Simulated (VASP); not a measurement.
# Ti in VASP: further runs

One slab, Ti, is run at these levels: LDA; tasks: single point.

All numbers are computed with VASP 6.6.1; they aren't measurements. Logs are shortened: lines on timing, memory, paths and dates and some standing lists are left out, and cuts for length are marked.

## Step 1: Starting point

The cell holds a slab with vacuum, 6 atoms: a = 2.950 Å, b = 2.950 Å, c = 21.715 Å, α = 90.00°, β = 90.00°, γ = 120.00°.

The slab is cut from a database's or a generator's crystal, which needn't be the stable form of the element.

## Step 2: Single point, LDA

INCAR

```
SYSTEM = Ti
ALGO = Normal
DIPOL = 0.5 0.5 0.500
EDIFF = 1E-7
ENCUT = 400
IDIPOL = 3
ISIF = 2
ISMEAR = 1
LASPH = .TRUE.
LCHARG = .FALSE.
LDIPOL = .TRUE.
LREAL = .FALSE.
LVACPOTAV = .TRUE.
LVHAR = .TRUE.
LWAVE = .FALSE.
NBANDS = 50
NELM = 120
PREC = Accurate
SIGMA = 0.1
```

KPOINTS

```
k-points
0
G
  13 13 1
  0 0 0
```

POSCAR

```
Ti
1.0
    2.9499978604      0.0000000000      0.0000000000
   -1.4749989302      2.5547730882      0.0000000000
    0.0000000000      0.0000000000     21.7150000000
Ti
6
Direct
    0.6666666667      0.3333333334      0.2302555837
    0.3333333333      0.6666666666      0.3381533502
    0.6666666667      0.3333333334      0.4460511167
    0.3333333333      0.6666666666      0.5539488833
    0.6666666667      0.3333333334      0.6618466498
    0.3333333333      0.6666666666      0.7697444163
```

Potentials or basis: VASP PAW LDA potentials, release 64 (Ti_sv).

On the command line:

```bash
$ cat potpaw_LDA.64/Ti_sv/POTCAR > POTCAR
$ mpirun -np 1 vasp_std > vasp.out
```

OUTCAR:

```text
SYSTEM = Ti
   EDIFF = 1E-7
   ENCUT = 400
   ISIF = 2
   ISMEAR = 1
   LASPH = .TRUE.
   LREAL = .FALSE.
   NELM = 120
   PREC = Accurate

 Found     21 irreducible k-points:

 Following reciprocal coordinates:
            Coordinates               Weight
  0.000000  0.000000  0.000000      1.000000
  0.076923  0.000000  0.000000      6.000000
  0.153846 -0.000000  0.000000      6.000000
  0.230769 -0.000000  0.000000      6.000000
  0.307692 -0.000000  0.000000      6.000000
  0.384615  0.000000  0.000000      6.000000
   k-points           NKPTS =     21   k-points in BZ     NKDIM =     21   number of bands    NBANDS=     50
   number of dos      NEDOS =    301   number of ions     NIONS =      6
   total plane-waves  NPLWV =  57600
   dimension x,y,z NGX =    20 NGY =   20 NGZ =  144
   dimension x,y,z NGXF=    40 NGYF=   40 NGZF=  288
   ions per type =               6
   NGX,Y,Z   is equivalent  to a cutoff of  11.27, 11.27, 11.02 a.u.
   NGXF,Y,Z  is equivalent  to a cutoff of  22.54, 22.54, 22.05 a.u.
 SYSTEM =  Ti
   PREC   = accura    normal or accurate (medium, high low for compatibility)
   ISTART =      0    job   : 0-new  1-cont  2-samecut
   ICHARG =      2    charge: 1-file 2-atom 10-const
   ISPIN  =      1    spin polarized calculation?
   LNONCOLLINEAR =      F non collinear calculations
   LSORBIT =      F    spin-orbit coupling
   LASPH  =      T    aspherical Exc in radial PAW
   ENCUT  =  400.0 eV  29.40 Ry    5.42 a.u.   4.81  4.81 35.41*2*pi/ulx,y,z
   NELM   =    120;   NELMIN=  2; NELMDL= -5     # of ELM steps
   EDIFF  = 0.1E-06   stopping-criterion for ELM
   LREAL  =      F    real-space projection
   EDIFFG = 0.1E-05   stopping-criterion for IOM
   NSW    =      0    number of steps for IOM
   IBRION =     -1    ionic relax: 0-MD 1-quasi-New 2-CG
   NFREE  =      0    steps in history (QN), initial steepest desc. (CG)
   ISIF   =      2    stress and relaxation
   ISYM   =      2    0-nonsym 1-usesym 2-fastsym
   POTIM  = 0.5000    time-step for ionic-motion
   TEBEG  =    0.0;   TEEND  =   0.0 temperature during run
   PSTRESS=    0.0 pullay stress
   NELECT =      72.0000    total number of electrons
   NUPDOWN=      -1.0000    fix difference up-down
   EMIN   =  10.00;   EMAX   =-10.00  energy-range for DOS
   EFERMI =   0.00;   METHOD = LEGACY
   ISMEAR =     1;   SIGMA  =   0.10  broadening in eV -4-tet -1-fermi 0-gaus
   EFERMI_NEDOS =   21; number of points for ismear=-14 and -15
   IALGO  =     38    algorithm
   IMIX   =      4    mixing-type and parameters
     AMIX     =   0.40;   BMIX     =  1.00
     AMIX_MAG =   1.60;   BMIX_MAG =  1.00
  volume/ion in A,a.u.               =      27.28       184.07
  Fermi-wavevector in a.u.,A,eV,Ry     =   1.245110  2.352917 21.093096  1.550299
  Thomas-Fermi vector in A             =   2.379347
   LORBIT       =      0    0 simple, 1 ext, 2 COOP (PROOUT), +10 PAW based schemes
   GGA     = CA    functional components
   LHFCALC =     F    Hartree Fock is set to
   AEXX    =    0.0000 exact exchange contribution
   IVDW    =     0    specifies the selected vdW correction
   LEPSILON=     F    determine dielectric tensor
   LRPA    =     F    only Hartree local field effects (RPA)
 non-spin polarized calculation
 Methfessel and Paxton  Order N= 1 SIGMA  =   0.10
  energy-cutoff  :      400.00
  volume of cell :      163.66
 maximum number of plane-waves:      2995
 NGX is ok and might be reduce to    20
   NGX =  9   NGY =  9   NGZ = 71

 dipolmoment           0.000000      0.000000     -0.000000 electrons x Angstroem

 number of electron      72.0000012 magnetization

 dipolmoment           0.000000      0.000000      0.000000 electrons x Angstroem

 Free energy of the ion-electron system (eV)
  ---------------------------------------------------
  ext. energy  EPLUGINS =         0.00000000
  ---------------------------------------------------
  free energy    TOTEN  =       -48.69827381 eV

  energy without entropy =      -48.69842759  energy(sigma->0) =      -48.69832507

 E-fermi :   3.6598     XC(G=0):  -8.5077

 val. band max:        3.6508445615   @ k =   0.2308  -0.0000   0.0000
 cond. band min:       3.6834395182   @ k =   0.3077   0.2308   0.0000
 fundamental gap:      0.0325949567
 Fermi energy:         3.6598310055

 k-point     1 :       0.0000    0.0000    0.0000
  band No.  band energies     occupation
      1     -52.6281      2.00000
      2     -52.6280      2.00000
      3     -52.5069      2.00000
      4     -52.4564      2.00000
      5     -52.4060      2.00000
      6     -52.3886      2.00000
[... 40 lines left out ...]
     47       4.5999     -0.00000
     48       4.7920     -0.00000

 k-point     2 :       0.0769    0.0000    0.0000
  band No.  band energies     occupation
      1     -52.6237      2.00000
      2     -52.6236      2.00000
      3     -52.5014      2.00000
      4     -52.4520      2.00000
      5     -52.4025      2.00000
      6     -52.3858      2.00000
[... 40 lines left out ...]
     47       4.6904     -0.00000
     48       4.7642     -0.00000

 k-point     3 :       0.1538   -0.0000    0.0000
  band No.  band energies     occupation
      1     -52.6116      2.00000
      2     -52.6116      2.00000
      3     -52.4863      2.00000
      4     -52.4400      2.00000
      5     -52.3931      2.00000
      6     -52.3786      2.00000
[... 40 lines left out ...]
     47       4.8204     -0.00000
     48       4.9284     -0.00000

 k-point     4 :       0.2308   -0.0000    0.0000
  band No.  band energies     occupation
      1     -52.5944      2.00000
      2     -52.5943      2.00000
      3     -52.4643      2.00000
      4     -52.4228      2.00000
      5     -52.3798      2.00000
      6     -52.3686      2.00000
[... 40 lines left out ...]
     47       5.1783     -0.00000
     48       5.2491     -0.00000

 k-point     5 :       0.3077   -0.0000    0.0000
  band No.  band energies     occupation
      1     -52.5764      2.00000
      2     -52.5763      2.00000
      3     -52.4399      2.00000
      4     -52.4047      2.00000
      5     -52.3664      2.00000
      6     -52.3589      2.00000
[... 40 lines left out ...]
     47       5.5570     -0.00000
     48       5.5651     -0.00000

 k-point     6 :       0.3846    0.0000    0.0000
  band No.  band energies     occupation
      1     -52.5613      2.00000
      2     -52.5612      2.00000
      3     -52.4179      2.00000
      4     -52.3900      2.00000
      5     -52.3554      2.00000
      6     -52.3516      2.00000
[... 40 lines left out ...]
     47       6.0279      0.00000
     48       6.0463      0.00000

 [... further k-points ...]

 [bands above 48 left out]

------------------------ aborting loop because EDIFF is reached ----------------------------------------

  FORCE on cell =-STRESS in cart. coord.  units (eV):
  Direction    XX          YY          ZZ          XY          YZ          ZX
  --------------------------------------------------------------------------------------
  -------------------------------------------------------------------------------------
  Total       -8.3783170     -8.3783170     -8.4166707     -0.0000000      0.0000000      0.0000000
  in kB      -82.0225946    -82.0225946    -82.3980722     -0.0000000      0.0000000      0.0000000
  external PRESSURE =     -82.1477538 kB  Pullay stress =       0.0000000 kB

 VOLUME and BASIS-vectors are now :
 -----------------------------------------------------------------------------
  energy-cutoff  :      400.00
  volume of cell :      163.66
      direct lattice vectors                 reciprocal lattice vectors
     2.949997860  0.000000000  0.000000000     0.338983297  0.195712098  0.000000000
    -1.474998930  2.554773088  0.000000000     0.000000000  0.391424195  0.000000000
     0.000000000  0.000000000 21.715000000     0.000000000  0.000000000  0.046051117

 POSITION                                       TOTAL-FORCE (eV/Angst)
 -----------------------------------------------------------------------------------
      1.47500      0.85159      5.00000         0.000000      0.000000      1.034438
     -0.00000      1.70318      7.34300         0.000000     -0.000000     -0.607898
      1.47500      0.85159      9.68600        -0.000000      0.000000      0.043806
     -0.00000      1.70318     12.02900         0.000000     -0.000000     -0.043806
      1.47500      0.85159     14.37200         0.000000      0.000000      0.607898
     -0.00000      1.70318     16.71500        -0.000000     -0.000000     -1.034438
 -----------------------------------------------------------------------------------
    total drift:                                0.000000      0.000000      0.000000

  FREE ENERGIE OF THE ION-ELECTRON SYSTEM (eV)
  ---------------------------------------------------
  free  energy   TOTEN  =       -48.6982738095 eV

  energy  without entropy=      -48.6984275947  energy(sigma->0) =      -48.69832507
```

It took 4.2 min on 1 thread of AMD EPYC 7R13 (Zen 3), shared host; peak memory 0.19 GiB.

These settings aren't checked as converged: the numbers below hold their error.

What came out:

```
Free energy            : -48.6983 eV
Largest force          : 1.034 eV/Å
Band gap on the k mesh : none (metal or under the smearing width)
```

## Step 3: Single point, LDA

This run uses another cell than the first one, of 29.79 Å³/atom, 1.092 times its volume.

Edit INCAR of step 2 so:

```diff
@@ -18,2 +18,2 @@
 PREC = Accurate
-SIGMA = 0.1
+SIGMA = 0.3
```

KPOINTS is that of step 2.

POSCAR

```
Ti
1.0
    2.9499978604      0.0000000000      0.0000000000
   -1.4749989302      2.5547730882      0.0000000000
    0.0000000000      0.0000000000     23.7150000000
Ti
6
Direct
    0.6666666667      0.3333333334      0.2530044276
    0.3333333333      0.6666666666      0.3518026565
    0.6666666667      0.3333333334      0.4506008855
    0.3333333333      0.6666666666      0.5493991145
    0.6666666667      0.3333333334      0.6481973435
    0.3333333333      0.6666666666      0.7469955724
```

Potentials or basis: VASP PAW LDA potentials, release 64 (Ti_sv).

On the command line:

```bash
$ cat potpaw_LDA.64/Ti_sv/POTCAR > POTCAR
$ mpirun -np 1 vasp_std > vasp.out
```

Run time: 4.6 min. Hardware: 1 thread of AMD EPYC 7R13 (Zen 3), shared host; peak memory 0.2 GiB.

These settings aren't checked as converged: the numbers below hold their error.

Results:

- Free energy: -48.7042 eV
- Largest force: 0.994 eV/Å
- Band gap on the k mesh: none (metal or under the smearing width)
- Work function of the upper face: 4.60 eV
- Work function of the lower face: 4.60 eV

## Step 4: Single point, LDA

This run uses another cell than the first one, of 29.79 Å³/atom, 1.092 times its volume.

Edit INCAR of step 3 so:

```diff
@@ -3,3 +3,3 @@
 DIPOL = 0.5 0.5 0.500
-EDIFF = 1E-7
+EDIFF = 1E-5
 ENCUT = 400
@@ -18,2 +18,2 @@
 PREC = Accurate
-SIGMA = 0.3
+SIGMA = 0.1
```

KPOINTS is that of step 3.

POSCAR is that of step 3.

Potentials or basis: VASP PAW LDA potentials, release 64 (Ti_sv).

On the command line:

```bash
$ cat potpaw_LDA.64/Ti_sv/POTCAR > POTCAR
$ mpirun -np 1 vasp_std > vasp.out
```

OUTCAR:

```text
SYSTEM = Ti
   EDIFF = 1E-5
   ENCUT = 400
   ISIF = 2
   ISMEAR = 1
   LASPH = .TRUE.
   LREAL = .FALSE.
   NELM = 120
   PREC = Accurate

 Found     21 irreducible k-points:

 Following reciprocal coordinates:
            Coordinates               Weight
  0.000000  0.000000  0.000000      1.000000
  0.076923  0.000000  0.000000      6.000000
  0.153846 -0.000000  0.000000      6.000000
  0.230769 -0.000000  0.000000      6.000000
  0.307692 -0.000000  0.000000      6.000000
  0.384615  0.000000  0.000000      6.000000
   k-points           NKPTS =     21   k-points in BZ     NKDIM =     21   number of bands    NBANDS=     50
   number of dos      NEDOS =    301   number of ions     NIONS =      6
   total plane-waves  NPLWV =  64000
   dimension x,y,z NGX =    20 NGY =   20 NGZ =  160
   dimension x,y,z NGXF=    40 NGYF=   40 NGZF=  320
   ions per type =               6
   NGX,Y,Z   is equivalent  to a cutoff of  11.27, 11.27, 11.22 a.u.
   NGXF,Y,Z  is equivalent  to a cutoff of  22.54, 22.54, 22.43 a.u.
 SYSTEM =  Ti
   PREC   = accura    normal or accurate (medium, high low for compatibility)
   ISTART =      0    job   : 0-new  1-cont  2-samecut
   ICHARG =      2    charge: 1-file 2-atom 10-const
   ISPIN  =      1    spin polarized calculation?
[... 67 lines left out ...]
      2     -53.3281      2.00000
      3     -53.2070      2.00000
      4     -53.1564      2.00000
      5     -53.1059      2.00000
      6     -53.0885      2.00000
[... 295 lines left out ...]
     47       5.3285      0.00000
     48       5.3460      0.00000

 [... further k-points ...]

 [bands above 48 left out]

------------------------ aborting loop because EDIFF is reached ----------------------------------------

  FORCE on cell =-STRESS in cart. coord.  units (eV):
  Direction    XX          YY          ZZ          XY          YZ          ZX
  --------------------------------------------------------------------------------------
  -------------------------------------------------------------------------------------
  Total       -8.3577710     -8.3577710     -8.4016733      0.0000000      0.0000000      0.0000000
  in kB      -74.9210555    -74.9210555    -75.3146061      0.0000000      0.0000000      0.0000000
  external PRESSURE =     -75.0522390 kB  Pullay stress =       0.0000000 kB

 VOLUME and BASIS-vectors are now :
 -----------------------------------------------------------------------------
  energy-cutoff  :      400.00
  volume of cell :      178.73
      direct lattice vectors                 reciprocal lattice vectors
     2.949997860  0.000000000  0.000000000     0.338983297  0.195712098  0.000000000
    -1.474998930  2.554773088  0.000000000     0.000000000  0.391424195  0.000000000
     0.000000000  0.000000000 23.715000000     0.000000000  0.000000000  0.042167405

 POSITION                                       TOTAL-FORCE (eV/Angst)
 -----------------------------------------------------------------------------------
      1.47500      0.85159      6.00000         0.000000      0.000000      1.033452
     -0.00000      1.70318      8.34300         0.000000     -0.000000     -0.607465
      1.47500      0.85159     10.68600        -0.000000     -0.000000      0.041420
     -0.00000      1.70318     13.02900        -0.000000      0.000000     -0.041420
      1.47500      0.85159     15.37200        -0.000000     -0.000000      0.607465
     -0.00000      1.70318     17.71500         0.000000      0.000000     -1.033452
 -----------------------------------------------------------------------------------
    total drift:                                0.000000      0.000000     -0.000000

  FREE ENERGIE OF THE ION-ELECTRON SYSTEM (eV)
  ---------------------------------------------------
  free  energy   TOTEN  =       -48.6992150951 eV

  energy  without entropy=      -48.6994669464  energy(sigma->0) =      -48.69929905

 vacuum level on the upper side and lower side of the slab         7.578         7.578
```

It took 3.7 min on 1 thread of AMD EPYC 7R13 (Zen 3), shared host; peak memory 0.2 GiB.

These settings aren't checked as converged: the numbers below hold their error.

Results:

| Item | Value |
| --- | --- |
| Free energy | -48.6992 eV |
| Largest force | 1.033 eV/Å |
| Band gap on the k mesh | none (metal or under the smearing width) |
| Work function of the upper face | 4.62 eV |
| Work function of the lower face | 4.62 eV |

[end of part 1 of 2]
